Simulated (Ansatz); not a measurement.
Data:

GeO₂:
```xyz
6
Lattice="4.4278 0.0000 0.0000 0.0000 4.4278 0.0000 0.0000 0.0000 2.8843" Properties=species:S:1:pos:R:3 pbc="T T T"
Ge     2.2139     2.2139     1.4421
Ge     0.0000     0.0000     0.0000
O      3.0716     3.0716     0.0000
O      1.3563     1.3563     0.0000
O      3.5702     0.8576     1.4421
O      0.8576     3.5702     1.4421
```

This is the PBEsol-relaxed structure. Tensor components refer to the Cartesian frame of this cell.

Q: All from DFT-PBEsol in the program Ansatz with PAW potentials, unless another level is named. Give the Debye temperature from the elastic constants.

A: 726 K.

Q: And the elastic constants (relaxed ions, GPa)?

A: C11 = 291, C12 = 172, C13 = 167, C33 = 536, C44 = 142, C66 = 244.

Q: Next, the zero-point energy?

A: 80.8 meV/atom.

Space group P4_2/mnm (rutile). The cell was relaxed with PBEsol under the symmetry of its start; phonons on a q-mesh show no instability.

Potentials: the later of the program's two PAW sets.
